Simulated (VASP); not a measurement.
# TiB2 (P6/mmm) in VASP: a series of runs

One crystal, TiB2, is run at these levels: PBE; tasks: relaxation of cell and atoms.

Everything below comes from runs of VASP 6.6.1. Logs are shortened: lines on timing, memory, paths and dates and some standing lists are left out, and cuts for length are marked.

## 1. Starting point

The structure is hexagonal, space group P6/mmm (No. 191). The conventional cell has a = 3.029 Å, b = 3.029 Å, c = 3.228 Å, α = 90.00°, β = 90.00°, γ = 120.00°. Ti (site symmetry 6/mmm) is surrounded by 12 B at 2.38 Å. Around B (site symmetry -6m2) lie 3 B at 1.75 Å.

## 2. Relaxation of cell and atoms, PBE

Input file INCAR:

```
SYSTEM = TiB2
PREC = Accurate ; ENCUT = 520
EDIFF = 1E-7 ; ISMEAR = 0
SIGMA = 0.1 ; LREAL = .FALSE.
LASPH = .TRUE. ; NELM = 100
ALGO = Fast ; ISIF = 3
LWAVE = .FALSE. ; LCHARG = .FALSE.
GGA = PE ; IBRION = 2
NSW = 80 ; EDIFFG = -0.002
```

Input file KPOINTS:

```
Automatic mesh
0
G
  9 9 8
  0 0 0
```

Input file POSCAR:

```
TiB2
1.0
    3.0292000000      0.0000000000      0.0000000000
   -1.5146000000      2.6233641500      0.0000000000
    0.0000000000      0.0000000000      3.2284000000
Ti B
1 2
Direct
    0.0000000000      0.0000000000      0.0000000000
    0.3333333300      0.6666666700      0.5000000000
    0.6666666700      0.3333333300      0.5000000000
```

Potentials or basis: VASP PAW PBE potentials, release 64 (Ti_sv, B).

On the command line:

```console
$ cat potpaw_PBE.64/Ti_sv/POTCAR potpaw_PBE.64/B/POTCAR > POTCAR
$ mpirun -np 1 vasp_std > vasp.out
```

OUTCAR:

```text
SYSTEM = TiB2
   PREC = Accurate
   ENCUT = 520
   EDIFF = 1E-7
   ISMEAR = 0
   LREAL = .FALSE.
   LASPH = .TRUE.
   NELM = 100
   ISIF = 3
   GGA = PE
   IBRION = 2
   NSW = 80
   EDIFFG = -0.002

 ion  position               nearest neighbor table
   1  0.000  0.000  0.000-   2 2.38   3 2.38   2 2.38   3 2.38   2 2.38   2 2.38   3 2.38   3 2.38
                             3 2.38   3 2.38   2 2.38   2 2.38
   2  0.333  0.667  0.500-   3 1.75   3 1.75   3 1.75   1 2.38   1 2.38   1 2.38   1 2.38   1 2.38
                             1 2.38
   3  0.667  0.333  0.500-   2 1.75   2 1.75   2 1.75   1 2.38   1 2.38   1 2.38   1 2.38   1 2.38
                             1 2.38

  LATTYP: Found a hexagonal cell.
 ALAT       =     3.0292000000
 C/A-ratio  =     1.0657599366

  Lattice vectors:

 A1 = (   3.0292000000,   0.0000000000,   0.0000000000)
 A2 = (  -1.5146000000,   2.6233641500,   0.0000000000)
 A3 = (   0.0000000000,   0.0000000000,   3.2284000000)

Analysis of symmetry for initial positions (statically):
=====================================================================
 Subroutine PRICEL returns:
 Original cell was already a primitive cell.

 Routine SETGRP: Setting up the symmetry group for a
 hexagonal supercell.

 Subroutine GETGRP returns: Found 24 space group operations
 (whereof 24 operations were pure point group operations)
 out of a pool of 24 trial point group operations.

The static configuration has the point symmetry D_6h.

Analysis of symmetry for dynamics (positions and initial velocities):
=====================================================================
 Subroutine PRICEL returns:
 Original cell was already a primitive cell.

 Routine SETGRP: Setting up the symmetry group for a
 hexagonal supercell.

 Subroutine GETGRP returns: Found 24 space group operations
 (whereof 24 operations were pure point group operations)
 out of a pool of 24 trial point group operations.

The dynamic configuration has the point symmetry D_6h.

 Subroutine INISYM returns: Found 24 space group operations
 (whereof 24 operations are pure point group operations),
 and found     1 'primitive' translations

----------------------------------------------------------------------------------------

                                     Primitive cell

  volume of cell :      25.6551

  direct lattice vectors                    reciprocal lattice vectors
     3.029200000  0.000000000  0.000000000     0.330120164  0.190594966  0.000000000
    -1.514600000  2.623364150  0.000000000     0.000000000  0.381189931  0.000000000
     0.000000000  0.000000000  3.228400000     0.000000000  0.000000000  0.309750960

  length of vectors
     3.029200000  3.029199997  3.228400000     0.381189931  0.381189931  0.309750960

  position of ions in fractional coordinates (direct lattice)
     0.000000000  0.000000000  0.000000000
     0.333333330  0.666666670  0.500000000
     0.666666670  0.333333330  0.500000000

  ion indices of the primitive-cell ions
   primitive index   ion index
                 1           1
                 2           2
                 3           3

----------------------------------------------------------------------------------------

 KPOINTS: Automatic mesh

Automatic generation of k-mesh.
 Grid dimensions read from file:
 generate k-points for:    9    9    8

 Generating k-lattice:

  Cartesian coordinates                     Fractional coordinates (reciprocal lattice)
     0.036680018  0.021177218  0.000000000     0.111111111  0.000000000  0.000000000
     0.000000000  0.042354437  0.000000000     0.000000000  0.111111111  0.000000000
     0.000000000  0.000000000  0.038718870     0.000000000  0.000000000  0.125000000

  Length of vectors
     0.042354437  0.042354437  0.038718870

  Shift w.r.t. Gamma in fractional coordinates (k-lattice)
     0.000000000  0.000000000  0.000000000

 Subroutine IBZKPT returns following result:
 ===========================================

 Found     60 irreducible k-points:

 Following reciprocal coordinates:
            Coordinates               Weight
  0.000000  0.000000  0.000000      1.000000
  0.111111  0.000000  0.000000      6.000000
  0.222222  0.000000  0.000000      6.000000
  0.333333  0.000000  0.000000      6.000000
  0.444444  0.000000  0.000000      6.000000
  0.111111  0.111111  0.000000      6.000000
[... 16 lines left out ...]
  0.333333  0.222222  0.125000     24.000000
  0.333333  0.333333  0.125000      4.000000
 [... further k-points ...]
   k-points           NKPTS =     60   k-points in BZ     NKDIM =     60   number of bands    NBANDS=     13
   number of dos      NEDOS =    301   number of ions     NIONS =      3
   total plane-waves  NPLWV =  13824
   dimension x,y,z NGX =    24 NGY =   24 NGZ =   24
   dimension x,y,z NGXF=    48 NGYF=   48 NGZF=   48
   ions per type =               1   2
   NGX,Y,Z   is equivalent  to a cutoff of  13.17, 13.17, 12.36 a.u.
   NGXF,Y,Z  is equivalent  to a cutoff of  26.34, 26.34, 24.72 a.u.
 SYSTEM =  TiB2
   PREC   = accura    normal or accurate (medium, high low for compatibility)
   ISTART =      0    job   : 0-new  1-cont  2-samecut
   ICHARG =      2    charge: 1-file 2-atom 10-const
   ISPIN  =      1    spin polarized calculation?
   LNONCOLLINEAR =      F non collinear calculations
   LSORBIT =      F    spin-orbit coupling
   LASPH  =      T    aspherical Exc in radial PAW
   ENCUT  =  520.0 eV  38.22 Ry    6.18 a.u.   5.63  5.63  6.00*2*pi/ulx,y,z
   NELM   =    100;   NELMIN=  2; NELMDL= -5     # of ELM steps
   EDIFF  = 0.1E-06   stopping-criterion for ELM
   LREAL  =      F    real-space projection
   EDIFFG = -.2E-02   stopping-criterion for IOM
   NSW    =     80    number of steps for IOM
   IBRION =      2    ionic relax: 0-MD 1-quasi-New 2-CG
   NFREE  =      1    steps in history (QN), initial steepest desc. (CG)
   ISIF   =      3    stress and relaxation
   ISYM   =      2    0-nonsym 1-usesym 2-fastsym
   POTIM  = 0.5000    time-step for ionic-motion
   TEBEG  =    0.0;   TEEND  =   0.0 temperature during run
   PSTRESS=    0.0 pullay stress
   NELECT =      18.0000    total number of electrons
   NUPDOWN=      -1.0000    fix difference up-down
   EMIN   =  10.00;   EMAX   =-10.00  energy-range for DOS
   EFERMI =   0.00;   METHOD = LEGACY
   ISMEAR =     0;   SIGMA  =   0.10  broadening in eV -4-tet -1-fermi 0-gaus
   EFERMI_NEDOS =   21; number of points for ismear=-14 and -15
   IALGO  =     68    algorithm
   IMIX   =      4    mixing-type and parameters
     AMIX     =   0.40;   BMIX     =  1.00
     AMIX_MAG =   1.60;   BMIX_MAG =  1.00
  volume/ion in A,a.u.               =       8.55        57.71
  Fermi-wavevector in a.u.,A,eV,Ry     =   1.454703  2.748990 28.792122  2.116161
  Thomas-Fermi vector in A             =   2.571823
   LORBIT       =      0    0 simple, 1 ext, 2 COOP (PROOUT), +10 PAW based schemes
   GGA     = PE    functional components
   LHFCALC =     F    Hartree Fock is set to
   AEXX    =    0.0000 exact exchange contribution
   IVDW    =     0    specifies the selected vdW correction
   LEPSILON=     F    determine dielectric tensor
   LRPA    =     F    only Hartree local field effects (RPA)
 conjugate gradient relaxation of ions
 non-spin polarized calculation
 RMM-DIIS sequential band-by-band and
 Gauss-broadening in eV      SIGMA  =   0.10
  energy-cutoff  :      520.00
  volume of cell :       25.66
 maximum number of plane-waves:       721
 NGX is ok and might be reduce to    24

--------------------------------------- Ionic step        1  -------------------------------------------

 number of electron      18.0000002 magnetization

 Free energy of the ion-electron system (eV)
  ---------------------------------------------------
  ext. energy  EPLUGINS =         0.00000000
  ---------------------------------------------------
  free energy    TOTEN  =       -24.42624148 eV

  energy without entropy =      -24.42331896  energy(sigma->0) =      -24.42478022

------------------------ aborting loop because EDIFF is reached ----------------------------------------

  FORCE on cell =-STRESS in cart. coord.  units (eV):
  Direction    XX          YY          ZZ          XY          YZ          ZX
  --------------------------------------------------------------------------------------
  -------------------------------------------------------------------------------------
  Total        0.1549131      0.1549131     -0.1023547      0.0000000      0.0000000     -0.0000000
  in kB        9.6744213      9.6744212     -6.3921109      0.0000000      0.0000000     -0.0000000
  external PRESSURE =       4.3189105 kB  Pullay stress =       0.0000000 kB
[... 170 lines left out ...]
  energy  without entropy=      -24.4236920855  energy(sigma->0) =      -24.42515079

--------------------------------------- Ionic step        6  -------------------------------------------

 number of electron      18.0000000 magnetization

 Free energy of the ion-electron system (eV)
  ---------------------------------------------------
  ext. energy  EPLUGINS =         0.00000000
  ---------------------------------------------------
  free energy    TOTEN  =       -24.42661123 eV

  energy without entropy =      -24.42369284  energy(sigma->0) =      -24.42515203

 E-fermi :   9.9463     XC(G=0): -12.7637

 val. band max:        9.9364970446   @ k =   0.1111   0.1111   0.2500
 cond. band min:       9.9943493945   @ k =   0.0000   0.0000   0.3750
 fundamental gap:      0.0578523499
 Fermi energy:         9.9462668192

 k-point     1 :       0.0000    0.0000    0.0000
  band No.  band energies     occupation
      1     -46.9648      2.00000
      2     -23.3158      2.00000
      3     -23.0045      2.00000
      4     -23.0045      2.00000
      5      -3.5094      2.00000
      6       7.3643      2.00000
      7       7.3643      2.00000
      8       7.7019      2.00000
      9       7.8870      2.00000
     10      11.8770      0.00000
     11      11.8770      0.00000
     12      13.6579      0.00000
     13      13.6579      0.00000
[... 353 lines left out ...]
 k-point    24 :       0.3333    0.3333    0.1250
  band No.  band energies     occupation
      1     -46.9026      2.00000
      2     -23.2775      2.00000
      3     -23.2775      2.00000
      4     -23.2652      2.00000
      5       1.6297      2.00000
      6       1.6297      2.00000
      7       2.8602      2.00000
      8       7.8470      2.00000
      9       7.8470      2.00000
     10      11.8031      0.00000
     11      11.8031      0.00000
     12      12.0399      0.00000
     13      16.4998      0.00000

 [... further k-points ...]

------------------------ aborting loop because EDIFF is reached ----------------------------------------

  FORCE on cell =-STRESS in cart. coord.  units (eV):
  Direction    XX          YY          ZZ          XY          YZ          ZX
  --------------------------------------------------------------------------------------
  -------------------------------------------------------------------------------------
  Total        0.0046003      0.0046003      0.0047091      0.0000000     -0.0000000      0.0000000
  in kB        0.2869582      0.2869582      0.2937461      0.0000000     -0.0000000      0.0000000
  external PRESSURE =       0.2892208 kB  Pullay stress =       0.0000000 kB
[... 18 lines left out ...]
  FREE ENERGIE OF THE ION-ELECTRON SYSTEM (eV)
  ---------------------------------------------------
  free  energy   TOTEN  =       -24.4266112265 eV

  energy  without entropy=      -24.4236928361  energy(sigma->0) =      -24.42515203

 reached required accuracy - stopping structural energy minimisation
```

Wall time 95 s (1 thread of Intel Xeon Platinum 8488C (Sapphire Rapids), shared host); peak memory 0.15 GiB.

Results:

- Free energy: -24.4266 eV
- Relaxed volume: 8.56 Å³/atom
- Relaxed cell: a = 3.034 Å, b = 3.034 Å, c = 3.221 Å, α = 90.00°, β = 90.00°, γ = 120.00°
- Space group after relaxing (to 0.05 Å): P6/mmm (No. 191)
- Energy gained by relaxing: 0.1 meV/atom
- Ionic steps: 6
- Pressure after relaxing: 0.0 GPa
- Band gap on the k mesh: none (metal or under the smearing width)

The path:
| step | energy change (eV) | largest force (eV/Å) | pressure (GPa) | volume (Å³) |
| --- | --- | --- | --- | --- |
| 1 | 0.0000 | 0.0000 | 0.43 | 25.66 |
| 2 | -0.0003 | 0.0000 | -0.56 | 25.74 |
| 3 | -0.0003 | 0.0000 | -0.25 | 25.71 |
| 4 | -0.0004 | 0.0000 | -0.02 | 25.68 |
| 5 | -0.0004 | 0.0000 | 0.06 | 25.68 |
| 6 | -0.0004 | 0.0000 | 0.03 | 25.68 |

Final structure:
```
Ti B
1.0
     3.03422    0.00000    0.00000
    -1.51711    2.62771    0.00000
     0.00000    0.00000    3.22146
Ti B
1 2
Direct
  0.00000 0.00000 0.00000
  0.33333 0.66667 0.50000
  0.66667 0.33333 0.50000
```

Levels at points of the mesh, in eV from the Fermi level:
```tsv
k point	band 7	band 8	band 9	band 10	band 11	band 12
(0.00, 0.00, 0.00)	-2.58	-2.24	-2.06	1.93	1.93	3.71
(0.00, 0.00, 0.50)	-0.53	-0.53	-0.16	-0.16	0.48	0.48
```

## 3. Relaxation of cell and atoms, PBE

INCAR is that of step 2.

KPOINTS is that of step 2.

Input file POSCAR:

```
TiB2                                    
1.0
    3.0342228644     -0.0000000000     -0.0000000000
   -1.5171114322      2.6277140782      0.0000000000
    0.0000000000      0.0000000000      3.2214576461
  Ti              B             
     1     2
Direct
     0.0000000000000000    0.0000000000000000    0.0000000000000000
     0.3333333300000021    0.6666666699999979    0.5000000000000000
     0.6666666699999979    0.3333333300000021    0.5000000000000000
```

Potentials or basis: VASP PAW PBE potentials, release 64 (Ti_sv, B).

On the command line:

```console
$ cat potpaw_PBE.64/Ti_sv/POTCAR potpaw_PBE.64/B/POTCAR > POTCAR
$ mpirun -np 1 vasp_std > vasp.out
```

It took 51 s on 1 thread of Intel Xeon Platinum 8488C (Sapphire Rapids), shared host; peak memory 0.15 GiB.

Results (log left out):

| Item | Value |
| --- | --- |
| Free energy | -24.4266 eV |
| Pressure after relaxing | 0.0 GPa |
| Band gap on the k mesh | none (metal or under the smearing width) |

Final structure:
```
Ti B
1.0
     3.03422    0.00000    0.00000
    -1.51711    2.62771    0.00000
     0.00000    0.00000    3.22146
Ti B
1 2
Direct
  0.00000 0.00000 0.00000
  0.33333 0.66667 0.50000
  0.66667 0.33333 0.50000
```

Levels at points of the mesh, in eV from the Fermi level:
```
           k point  band 5  band 6  band 7  band 8  band 9  band 10  band 11  band 12  band 13
(0.00, 0.00, 0.50)  -11.53   -7.56   -0.53   -0.53   -0.16    -0.16     0.48     0.48     1.76
```

Caveat: the relaxation stopped at its first step, so nothing moved.
